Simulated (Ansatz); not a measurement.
**Si: from a guess to a relaxed structure**

The task: take a trial cell of Si to zero force and stress.

Program: Ansatz 0.2.0. Level of theory: DFT PBE, scalar-relativistic, plane waves, PAW. These are calculated values, not measurements.

## (1) The starting structure

Symmetry: Im-3m, No. 229, cubic system. The conventional cell has a = 7.002 Å, b = 7.002 Å, c = 7.002 Å, α = 90.00°, β = 90.00°, γ = 90.00°. Si (site symmetry 3m) has 4 Si at 2.22 Å as nearest neighbours.

Structure file:

```cif
data_structure
_symmetry_space_group_name_H-M 'Im-3m'
_symmetry_Int_Tables_number 229
_cell_length_a 7.0020
_cell_length_b 7.0020
_cell_length_c 7.0020
_cell_angle_alpha 90.000
_cell_angle_beta 90.000
_cell_angle_gamma 90.000
_cell_volume 343.29
loop_
_atom_site_label
_atom_site_type_symbol
_atom_site_symmetry_multiplicity
_atom_site_Wyckoff_symbol
_atom_site_fract_x
_atom_site_fract_y
_atom_site_fract_z
_atom_site_occupancy
Si1 Si 16 f 0.15860 0.15860 0.15860 1
```

The cell is invented: 4-connected net of one element (Im-3m, No. 229). The dimensions are guesses.

## (2) A first look at the guess

File input.yaml:

```yaml
crystal:
  lattice:
    - [-3.50097979, 3.50097979, 3.50097979]
    - [3.50097979, -3.50097979, 3.50097979]
    - [3.50097979, 3.50097979, -3.50097979]
  atoms:
    - { symbol: Si, position: [0.31719804, 0.31719804, 0.31719804] }
    - { symbol: Si, position: [0.0, 0.0, 0.68280196] }
    - { symbol: Si, position: [0.0, 0.68280196, 0.0] }
    - { symbol: Si, position: [0.68280196, 0.0, 0.0] }
    - { symbol: Si, position: [0.68280196, 0.68280196, 0.68280196] }
    - { symbol: Si, position: [0.0, 0.0, 0.31719804] }
    - { symbol: Si, position: [0.0, 0.31719804, 0.0] }
    - { symbol: Si, position: [0.31719804, 0.0, 0.0] }
basis:
  ecutwfc: 420
kpoints:
  mp_grid: { grid: [4, 4, 4] }
hamiltonian:
  xc: pbe
scf:
  occupations: { method: gaussian, width: 0.1 }
  lower_state_search: "off"
output:
  forces: true
  stress: true
  eigenvalues: true
```

Started as:

```sh
$ ansatz run input.yaml --threads 1 --pin off --max-ram 2560MiB --backend cpu --events-out ev --progress --plain --runs-dir out
```

Standard output (excerpt; [...] marks lines left out):

```text
Warning: RAYON_NUM_THREADS=1 ignored (pool sized by the plan → 1); use --threads N
[...]
Pseudopotentials: kind: paw
Pseudopotential: Si, paw, valence charge 4, recommended cutoff 420 eV (normal), Si.paw.azcp
Functional definition: PBE
[...]
Crystal: 8 atoms, lattice volume = 171.644 Å³
Basis set: ecut = 420 eV, 3367 PW (Γ), exchange–correlation on 90×90×90 points (8 copies of the dense FFT grid, shifted against one another)
Bands: 24, of which v1, the nominal top of the filled ones, is band 16 counted from 1 (15 counted from 0)
Symmetry: 48 space group operations
Space group: Im-3m (ITA 229), of the structure as read, at distance tolerance 5.6e-5 Å
k-points: 8 of 64
[...]
SCF iter   1: F=—  HF=-5081.666361 eV  |F-HF|=—  |Δ(HF+E_count)|=         —  Δρ=3.69e-3  dr2=4.32e-2  ethr=1.77e-3  ⟨swp⟩=8.4  Hψ=1226  notcnv=0
[...]
SCF iter   7: F=-5081.660849 eV  HF=-5081.660849 eV  |F-HF|=2.79e-9  |Δ(HF+E_count)|=   1.06e-6  Δρ=2.82e-6  dr2=2.03e-8  ethr=3.13e-10  ⟨swp⟩=10.2  Hψ=1251  notcnv=0
[...]
SCF converged after 7 iterations
Free energy (F): -5081.660849 eV
[...]
E sigma→0 (E₀):  -5081.659401 eV
Entropy (-TS):   -0.002895 eV (-0.362 meV/atom)
Fermi energy:    5.574472 eV
[...]
--- Forces (eV/Å), atoms counted from 1 ---
  atom   1  Si     1.14695278     1.14695278     1.14695278
  atom   2  Si    -1.14695278    -1.14695278     1.14695278
  atom   3  Si    -1.14695278     1.14695278    -1.14695278
  atom   4  Si     1.14695278    -1.14695278    -1.14695278
  atom   5  Si    -1.14695278    -1.14695278    -1.14695278
  atom   6  Si     1.14695278     1.14695278    -1.14695278
  atom   7  Si     1.14695278    -1.14695278     1.14695278
  atom   8  Si    -1.14695278     1.14695278     1.14695278
[...]
--- Stress (GPa, compression-positive) ---
       20.933986       0.000000       0.000000
       -0.000000      20.933986      -0.000000
        0.000000      -0.000000      20.933986
  P = ⅓ Tr σ = 20.9340 GPa (209.340 kbar)
--- Band table (eV; the first three rows and the last of 8) ---
  k-point 0: bands = ["-7.8530", "-3.2353", "-3.2353", "-3.2353", "-2.4028", "-2.4028", "-2.4028", "-0.9611", "2.0452", "2.0452", "2.5083", "2.5083", "2.5083", "5.5350", "5.5350", "5.5350", "6.9248", "6.9248", "6.9248", "9.0016", "9.0665", "9.0665", "9.4648", "9.4648"]
[...]
```

Wall time 2 s (1 thread of Arm Neoverse V2, shared host); peak memory 0.36 GiB.

Read-out: pressure 20.9 GPa, largest force 1.99 eV/Å, gap on this mesh none (metal). A guess like this is first relaxed loosely on the coarse mesh.

## (3) Rough relaxation on the coarse mesh

input.yaml, as its differences from that of step 2:

```diff
@@ -27 +27,6 @@
   eigenvalues: true
+relax:
+  adjacent_minimum: "off"
+  f_tol: 0.04
+  max_steps: 70
+  cell: { stress_tol: 0.4 }
```

Started as:

```sh
$ ansatz run input.yaml --threads 1 --pin off --max-ram 2560MiB --backend cpu --events-out ev --progress --plain --runs-dir out
```

Standard output:

```text
Warning: RAYON_NUM_THREADS=1 ignored (pool sized by the plan → 1); use --threads N
Engine: ansatz 0.2.0, aarch64-unknown-linux-gnu
Pseudopotentials: kind: paw
Pseudopotential: Si, paw, valence charge 4, recommended cutoff 420 eV (normal), Si.paw.azcp
Functional definition: PBE
  parameter kappa = 0.804
  parameter beta = 0.06672455060314922
  exchange = pbe_x(kappa = kappa, mu = beta*pi^2/3)
  correlation = pbe_c(beta = beta)
Crystal: 8 atoms, lattice volume = 171.644 Å³
Basis set: ecut = 420 eV, 3367 PW (Γ), exchange–correlation on 90×90×90 points (8 copies of the dense FFT grid, shifted against one another)
Bands: 24, of which v1, the nominal top of the filled ones, is band 16 counted from 1 (15 counted from 0)
Symmetry: 48 space group operations
Space group: Im-3m (ITA 229), of the structure as read, at distance tolerance 5.6e-5 Å
k-points: 8 of 64
Non-local potential: Si, projectors of the file, l = 0: 2, l = 1: 2, l = 2: 2
PAW form: soft (Blöchl's): semilocal exchange-correlation on the pseudo side does not see the compensation charge
PAW one-centre angular grid: Si, 110 points (default); XC on 64 Gauss nodes
Initial density: superposition of atomic densities (neutral atoms: chi_scale 0, normalization atom), corrected by the library's trained network
Initial wavefunctions: pseudopotential atomic-orbital guess
Functional: x = pbe(κ = 0.804, μ = 0.2195149727645171), c = pbe(β = 0.06672455060314922)
SCF iter   1: F=—  HF=-5081.666361 eV  |F-HF|=—  |Δ(HF+E_count)|=         —  Δρ=3.69e-3  dr2=4.32e-2  ethr=1.77e-3  ⟨swp⟩=8.4  Hψ=1226  notcnv=0
preconditioner: auto → Resta (q_TF=auto, 2.062 Å⁻¹)  ε∞=4.9  [insulator: Δε(μ)=0.596 eV  Ē_g=8.146 eV  σ=0.100 eV  W_gap=0.76  n_scr=18 (ndim 8)  ℏωp=16.0 eV  f_vac=0.012  D(μ)=0.63/eV (n_scr^D=0)  ε∞_Penn≈4.9]
SCF iter   2: F=—  HF=-5081.660847 eV  |F-HF|=—  |Δ(HF+E_count)|=   5.51e-3  Δρ=2.17e-3  dr2=1.75e-2  ethr=1.35e-4  ⟨swp⟩=1.0  Hψ=256  notcnv=0  defer=2
SCF iter   3: F=—  HF=-5081.659803 eV  |F-HF|=—  |Δ(HF+E_count)|=   1.04e-3  Δρ=6.06e-4  dr2=1.32e-3  ethr=5.47e-5  ⟨swp⟩=2.8  Hψ=322  notcnv=0  defer=2
SCF iter   4: F=—  HF=-5081.660322 eV  |F-HF|=—  |Δ(HF+E_count)|=   5.19e-4  Δρ=2.91e-4  dr2=2.22e-4  ethr=4.12e-6  ⟨swp⟩=2.6  Hψ=282  notcnv=0  defer=2
SCF iter   5: F=—  HF=-5081.660783 eV  |F-HF|=—  |Δ(HF+E_count)|=   4.62e-4  Δρ=7.22e-5  dr2=2.53e-5  ethr=6.94e-7  ⟨swp⟩=2.1  Hψ=295  notcnv=0  defer=2
SCF iter   6: F=—  HF=-5081.660848 eV  |F-HF|=—  |Δ(HF+E_count)|=   6.46e-5  Δρ=1.62e-5  dr2=1.33e-6  ethr=7.91e-8  ⟨swp⟩=2.1  Hψ=272  notcnv=0  defer=2
SCF iter   7: F=-5081.660849 eV  HF=-5081.660849 eV  |F-HF|=2.79e-9  |Δ(HF+E_count)|=   1.06e-6  Δρ=2.82e-6  dr2=2.03e-8  ethr=3.13e-10  ⟨swp⟩=10.2  Hψ=1251  notcnv=0
SCF 1 converged in 7 iterations: F = -5081.660849 eV  dr2 = 2.03e-8
relax step   1: F+E_penalty+E_count = -5081.66084891 eV  Δ(F+E_penalty+E_count) = +0.000e0 eV  max|allowed force component| = 1.147e0 eV/Å  Δτ_max = 0.0000 Å  P = +20.934 GPa  Ω = 171.644 Å³  (7 SCF iters, dr2 threshold 1.00e-7 eV, accepted)
Crystal: 8 atoms, lattice volume = 196.094 Å³
Basis set: ecut = 420 eV, 3805 PW (Γ), exchange–correlation on 90×90×90 points (8 copies of the dense FFT grid, shifted against one another)
Initial density: handed on by an earlier stage of this run
Initial wavefunctions: those handed on with the density
iter 1 solved again at ethr=1.59e-3 eV; its pass at ethr=3.10e-3 eV (dr2=5.10e-1 eV) is discarded
SCF iter   1: F=—  HF=-5083.814657 eV  |F-HF|=—  |Δ(HF+E_count)|=         —  Δρ=9.35e-3  dr2=5.09e-1  ethr=1.59e-3  ⟨swp⟩=1.0  Hψ=1264  notcnv=0
preconditioner: auto → Resta (q_TF=auto, 2.017 Å⁻¹)  ε∞=4.9  [insulator: Δε(μ)=0.823 eV  Ē_g=7.580 eV  σ=0.100 eV  W_gap=0.84  n_scr=18 (ndim 8)  ℏωp=15.0 eV  f_vac=0.109  D(μ)=0.69/eV (n_scr^D=0)  ε∞_Penn≈4.9]
SCF iter   2: F=—  HF=-5083.689488 eV  |F-HF|=—  |Δ(HF+E_count)|=   1.25e-1  Δρ=4.63e-3  dr2=1.22e-1  ethr=1.59e-3  ⟨swp⟩=1.8  Hψ=260  notcnv=0
SCF iter   3: F=—  HF=-5083.652349 eV  |F-HF|=—  |Δ(HF+E_count)|=   3.71e-2  Δρ=1.17e-3  dr2=7.78e-3  ethr=3.80e-4  ⟨swp⟩=2.1  Hψ=315  notcnv=0
SCF iter   4: F=—  HF=-5083.653440 eV  |F-HF|=—  |Δ(HF+E_count)|=   1.09e-3  Δρ=3.10e-4  dr2=3.46e-4  ethr=2.43e-5  ⟨swp⟩=2.8  Hψ=334  notcnv=0
SCF iter   5: F=—  HF=-5083.654141 eV  |F-HF|=—  |Δ(HF+E_count)|=   7.00e-4  Δρ=5.24e-5  dr2=1.10e-5  ethr=1.08e-6  ⟨swp⟩=2.0  Hψ=309  notcnv=0
SCF iter   6: F=-5083.654164 eV  HF=-5083.654162 eV  |F-HF|=1.84e-6  |Δ(HF+E_count)|=   2.09e-5  Δρ=1.05e-5  dr2=2.19e-7  ethr=2.50e-9  ⟨swp⟩=11.8  Hψ=1212  notcnv=0
SCF 2 converged in 6 iterations: F = -5083.654164 eV  dr2 = 2.19e-7
relax step   2: F+E_penalty+E_count = -5083.65416371 eV  Δ(F+E_penalty+E_count) = -1.993e0 eV  max|allowed force component| = 3.159e-1 eV/Å  Δτ_max = 0.0106 Å  P = +5.448 GPa  Ω = 196.094 Å³  energy of the carried Pulay correction = -3.404e-3 eV  (6 SCF iters, dr2 threshold 8.00e-7 eV, accepted)
Crystal: 8 atoms, lattice volume = 206.407 Å³
Basis set: ecut = 420 eV, 4093 PW (Γ), exchange–correlation on 90×90×90 points (8 copies of the dense FFT grid, shifted against one another)
iter 1 solved again at ethr=1.84e-4 eV; its pass at ethr=3.10e-3 eV (dr2=5.90e-2 eV) is discarded
SCF iter   1: F=—  HF=-5083.894028 eV  |F-HF|=—  |Δ(HF+E_count)|=         —  Δρ=3.15e-3  dr2=5.91e-2  ethr=1.84e-4  ⟨swp⟩=1.2  Hψ=1165  notcnv=0
preconditioner: auto → Resta (q_TF=auto, 2.000 Å⁻¹)  ε∞=4.9  [insulator: Δε(μ)=0.849 eV  Ē_g=7.450 eV  σ=0.100 eV  W_gap=0.51  n_scr=18 (ndim 8)  ℏωp=14.6 eV  f_vac=0.086  D(μ)=0.55/eV (n_scr^D=0)  ε∞_Penn≈4.9]
SCF iter   2: F=—  HF=-5083.879691 eV  |F-HF|=—  |Δ(HF+E_count)|=   1.43e-2  Δρ=1.58e-3  dr2=1.43e-2  ethr=1.84e-4  ⟨swp⟩=2.0  Hψ=278  notcnv=0
SCF iter   3: F=—  HF=-5083.875970 eV  |F-HF|=—  |Δ(HF+E_count)|=   3.72e-3  Δρ=3.86e-4  dr2=9.89e-4  ethr=4.48e-5  ⟨swp⟩=2.8  Hψ=318  notcnv=0
SCF iter   4: F=—  HF=-5083.876306 eV  |F-HF|=—  |Δ(HF+E_count)|=   3.35e-4  Δρ=1.15e-4  dr2=4.78e-5  ethr=3.09e-6  ⟨swp⟩=2.9  Hψ=335  notcnv=0
SCF iter   5: F=—  HF=-5083.876457 eV  |F-HF|=—  |Δ(HF+E_count)|=   1.51e-4  Δρ=1.57e-5  dr2=7.03e-7  ethr=2.50e-9  ⟨swp⟩=7.5  Hψ=1280  notcnv=0
SCF iter   6: F=-5083.876462 eV  HF=-5083.876462 eV  |F-HF|=9.13e-8  |Δ(HF+E_count)|=   4.61e-6  Δρ=2.78e-6  dr2=1.44e-8  ethr=2.20e-9  ⟨swp⟩=3.8  Hψ=904  notcnv=0
SCF 3 converged in 6 iterations: F = -5083.876462 eV  dr2 = 1.44e-8
relax step   3: F+E_penalty+E_count = -5083.87646182 eV  Δ(F+E_penalty+E_count) = -2.223e-1 eV  max|allowed force component| = 7.982e-2 eV/Å  Δτ_max = 0.0044 Å  P = +1.296 GPa  Ω = 206.407 Å³  energy of the carried Pulay correction = -4.708e-3 eV  (6 SCF iters, dr2 threshold 8.00e-7 eV, accepted)
Crystal: 8 atoms, lattice volume = 210.310 Å³
iter 1 solved again at ethr=2.21e-5 eV; its pass at ethr=3.10e-3 eV (dr2=7.07e-3 eV) is discarded
SCF iter   1: F=—  HF=-5083.894523 eV  |F-HF|=—  |Δ(HF+E_count)|=         —  Δρ=1.12e-3  dr2=7.50e-3  ethr=2.21e-5  ⟨swp⟩=2.1  Hψ=1072  notcnv=0
preconditioner: auto → Resta (q_TF=auto, 1.993 Å⁻¹)  ε∞=4.8  [insulator: Δε(μ)=0.105 eV  Ē_g=7.397 eV  σ=0.100 eV  W_gap=0.50  n_scr=18 (ndim 8)  ℏωp=14.5 eV  f_vac=0.076  D(μ)=0.45/eV (n_scr^D=0)  ε∞_Penn≈4.8]
SCF iter   2: F=—  HF=-5083.892697 eV  |F-HF|=—  |Δ(HF+E_count)|=   1.83e-3  Δρ=5.64e-4  dr2=1.83e-3  ethr=2.21e-5  ⟨swp⟩=2.0  Hψ=279  notcnv=0
preconditioner: auto → Kerker (q_TF=auto, 1.993 Å⁻¹)  [metal: Δε(μ)=0.100 eV  Ē_g=7.403 eV  σ=0.100 eV  W_gap=0.48  n_scr=18 (ndim 8)  ℏωp=14.5 eV  f_vac=0.076  D(μ)=0.46/eV (n_scr^D=0)]
SCF iter   3: F=—  HF=-5083.892216 eV  |F-HF|=—  |Δ(HF+E_count)|=   4.81e-4  Δρ=1.62e-4  dr2=1.66e-4  ethr=5.73e-6  ⟨swp⟩=3.0  Hψ=326  notcnv=0
SCF iter   4: F=—  HF=-5083.892305 eV  |F-HF|=—  |Δ(HF+E_count)|=   8.94e-5  Δρ=5.04e-5  dr2=1.28e-5  ethr=5.20e-7  ⟨swp⟩=2.5  Hψ=328  notcnv=0
SCF iter   5: F=-5083.892333 eV  HF=-5083.892332 eV  |F-HF|=1.31e-6  |Δ(HF+E_count)|=   2.64e-5  Δρ=1.07e-5  dr2=3.47e-7  ethr=2.50e-9  ⟨swp⟩=6.1  Hψ=1140  notcnv=0
SCF 4 converged in 5 iterations: F = -5083.892333 eV  dr2 = 3.47e-7
relax step   4: F+E_penalty+E_count = -5083.89233324 eV  Δ(F+E_penalty+E_count) = -1.587e-2 eV  max|allowed force component| = 3.500e-3 eV/Å  Δτ_max = 0.0020 Å  P = -0.024 GPa  Ω = 210.310 Å³  energy of the carried Pulay correction = -5.184e-3 eV  (5 SCF iters, dr2 threshold 8.00e-7 eV, accepted)
Initial wavefunctions: pseudopotential atomic-orbital guess (no wavefunctions were taken with the density)
iter 1 solved again at ethr=9.82e-7 eV; its pass at ethr=3.10e-3 eV (dr2=3.14e-4 eV) is discarded
SCF iter   1: F=—  HF=-5083.908262 eV  |F-HF|=—  |Δ(HF+E_count)|=         —  Δρ=1.92e-4  dr2=7.65e-6  ethr=9.82e-7  ⟨swp⟩=3.0  Hψ=1674  notcnv=0
preconditioner: auto → Kerker (q_TF=auto, 1.993 Å⁻¹)  [metal: Δε(μ)=0.098 eV  Ē_g=7.407 eV  σ=0.100 eV  W_gap=0.47  n_scr=18 (ndim 8)  ℏωp=14.5 eV  f_vac=0.072  D(μ)=0.46/eV (n_scr^D=0)]
SCF iter   2: F=—  HF=-5083.908361 eV  |F-HF|=—  |Δ(HF+E_count)|=   9.90e-5  Δρ=1.02e-4  dr2=2.37e-6  ethr=2.39e-8  ⟨swp⟩=2.1  Hψ=319  notcnv=0
SCF iter   3: F=—  HF=-5083.908438 eV  |F-HF|=—  |Δ(HF+E_count)|=   7.76e-5  Δρ=3.23e-6  dr2=1.94e-8  ethr=7.41e-9  ⟨swp⟩=2.0  Hψ=321  notcnv=0
SCF iter   4: F=-5083.908438 eV  HF=-5083.908438 eV  |F-HF|=4.17e-9  |Δ(HF+E_count)|=   5.39e-8  Δρ=6.08e-7  dr2=1.97e-9  ethr=1.60e-11  ⟨swp⟩=8.6  Hψ=949  notcnv=0
SCF 5 converged in 4 iterations: F = -5083.908438 eV  dr2 = 1.97e-9
relax step   5: F+E_penalty+E_count = -5083.90843823 eV  Δ(F+E_penalty+E_count) = -1.610e-2 eV  max|allowed force component| = 4.137e-3 eV/Å  Δτ_max = 0.0000 Å  P = +0.074 GPa  Ω = 210.310 Å³  stress off target by 7.35e-2 GPa  SCF on the basis re-selected at this cell (its energy is not comparable with the rows above)  (4 SCF iters)
basis re-selected at this cell: Δ(F+E_penalty+E_count) = -1.610e-2 eV, ΔP = +0.098 GPa vs the last step (what re-selecting the basis moved, of the pressure what is left beyond the Pulay correction that the steps carried, after the strain that the cell walked since its last selection, with what the two solves' SCF thresholds leave and, on support functions, any second-order correction that the steps lacked; it is no measure of the basis error at this ecutwfc). This SCF's stress stands 7.35e-2 GPa from its target on what of the cell is left free (relax.cell.stress_tol is 4.00e-1 GPa) and its largest allowed force component is 4.14e-3 eV/Å (relax.f_tol is 4.00e-2 eV/Å): within both
SCF converged after 4 iterations
Free energy (F): -5083.908438 eV
Harris-Foulkes:  -5083.908438 eV  (|F-HF|=4.17e-9)
Internal energy: -5083.906135 eV  (E = F + TS)
E sigma→0 (E₀):  -5083.907287 eV
Entropy (-TS):   -0.002303 eV (-0.288 meV/atom)
Fermi energy:    3.779288 eV
--- Per-component energies (eV) ---
  E_band       = -36.600286
  E_kinetic    = 318.909934
  E_local      = -541.507540  (includes V_loc(G=0)·N_el)
  E_nonlocal   = 206.989631
  E_hartree    = 184.214298
  E_xc         = -439.025342
  E_vxc        = -370.358879  (∫ρ·V_xc dr)
  E_paw        = -4101.445280  (= ΣΔE_a)
  E_vpaw       = -19.061220  (= ΣTr[D̂ρ^β])
  E_aug_tail   = 0.000050  (compensation charges beyond the density's cutoff)
  E_ewald      = -712.041887
  E_smearing   = -0.002303  (= −TS)
  E_closure    = -0.000000  (closes the sum)
  Σ components = -5083.908438   (vs F -5083.908438, Δ=0.00e0)
--- Forces (eV/Å), atoms counted from 1 ---
  atom   1  Si    -0.00413685    -0.00413685    -0.00413685
  atom   2  Si     0.00413685     0.00413685    -0.00413685
  atom   3  Si     0.00413685    -0.00413685     0.00413685
  atom   4  Si    -0.00413685     0.00413685     0.00413685
  atom   5  Si     0.00413685     0.00413685     0.00413685
  atom   6  Si    -0.00413685    -0.00413685     0.00413685
  atom   7  Si    -0.00413685     0.00413685    -0.00413685
  atom   8  Si     0.00413685    -0.00413685    -0.00413685
  max |Σ_I F_I| component: 5.72e-17 eV/Å
--- Stress (GPa, compression-positive) ---
        0.073519       0.000000      -0.000000
        0.000000       0.073519       0.000000
       -0.000000       0.000000       0.073519
  P = ⅓ Tr σ = 0.0735 GPa (0.735 kbar)
--- Band table (eV; the first three rows and the last of 8) ---
  k-point 0: bands = ["-8.0780", "-4.1337", "-4.1337", "-4.1337", "-3.8282", "-3.8282", "-3.8282", "-1.6831", "1.0449", "1.0449", "1.2798", "1.2798", "1.2798", "3.5812", "3.5812", "3.5812", "5.0417", "5.0417", "5.0417", "6.2797", "7.3050", "7.4870", "7.4870", "7.4870"]
  k-point 1: bands = ["-7.9058", "-5.2384", "-4.8832", "-4.1090", "-3.8792", "-3.1627", "-2.5112", "-0.8947", "0.4384", "0.6152", "1.6010", "1.6980", "1.8291", "2.1075", "2.8504", "3.3965", "4.7135", "5.2034", "5.2948", "6.6803", "6.8350", "7.3894", "7.4079", "7.4127"]
  k-point 2: bands = ["-7.6681", "-5.8884", "-5.1795", "-4.0837", "-3.9278", "-3.0124", "-0.6631", "-0.4016", "0.1825", "0.4025", "0.5668", "1.2922", "1.6552", "2.4211", "2.6126", "2.9310", "5.2758", "5.7712", "5.7806", "6.0478", "6.5206", "6.6057", "6.7581", "6.9411"]
  k-point 7: bands = ["-7.1805", "-5.8013", "-5.8013", "-5.8013", "-2.2368", "-0.6722", "-0.6722", "-0.6722", "-0.5381", "-0.5381", "0.5720", "0.5720", "0.5720", "3.6995", "3.6995", "3.6995", "3.7979", "6.4181", "6.4181", "6.4181", "6.7077", "6.7077", "6.7077", "7.3272"]
--- Relaxed structure (4 steps of the walk, 4 accepted, 1 SCFs on fresh bases) ---
  F+E_penalty+E_count = -5083.90843823 eV   max|allowed force component| = 4.137e-3 eV/Å   (the final SCF, on the basis selected at the relaxed cell)
  cell:  # Å, volume = 210.3099 Å³
    - [-3.746277067111897, 3.746277067111897, 3.746277067111897]
    - [3.746277067111897, -3.746277067111897, 3.746277067111897]
    - [3.746277067111897, 3.746277067111897, -3.746277067111897]
  atoms:
    - { symbol: Si, position: [0.3199929236403997, 0.3199929236403997, 0.3199929236403997] }
    - { symbol: Si, position: [0.0, 0.0, 0.6800070763596004] }
    - { symbol: Si, position: [0.0, 0.6800070763596004, 0.0] }
    - { symbol: Si, position: [0.6800070763596004, 0.0, 0.0] }
    - { symbol: Si, position: [0.6800070763596004, 0.6800070763596004, 0.6800070763596004] }
    - { symbol: Si, position: [0.0, 0.0, 0.3199929236403997] }
    - { symbol: Si, position: [0.0, 0.3199929236403997, 0.0] }
    - { symbol: Si, position: [0.3199929236403997, 0.0, 0.0] }
```

Run time: 11 s. Hardware: 1 thread of Arm Neoverse V2, shared host; peak memory 0.39 GiB.

Step by step:

| step | energy from step 1 (eV/cell) | largest force component (eV/Å) | pressure (GPa) | volume (Å³) |
| --- | --- | --- | --- | --- |
| 1 | 0.0000 | 1.1470 | 20.93 | 171.64 |
| 2 | -1.9933 | 0.3159 | 5.45 | 196.09 |
| 3 | -2.2156 | 0.0798 | 1.30 | 206.41 |
| 4 | -2.2315 | 0.0035 | -0.02 | 210.31 |
| 5 | -2.2476 | 0.0041 | 0.07 | 210.31 |

Step 1 is the start. Step 5 repeats the geometry before it on a plane-wave basis chosen anew for that cell, so its energy need not be comparable with the rows above.

Lengths and angles in the start's conventional setting:

|  | before | after | change |
| --- | --- | --- | --- |
| a (Å) | 7.002 | 7.493 | +7.0 % |
| b (Å) | 7.002 | 7.493 | +7.0 % |
| c (Å) | 7.002 | 7.493 | +7.0 % |
| volume (Å³/atom) | 21.46 | 26.29 | +22.5 % |
| shortest distance (Å) | 2.217 | 2.336 | +5.4 % |
| space group (0.01 Å) | Im-3m | Im-3m | same |

Forces and stress were held to the start's 48 operations: a distortion of lower symmetry was not tested.

(Part 1 of 2 ends here.)
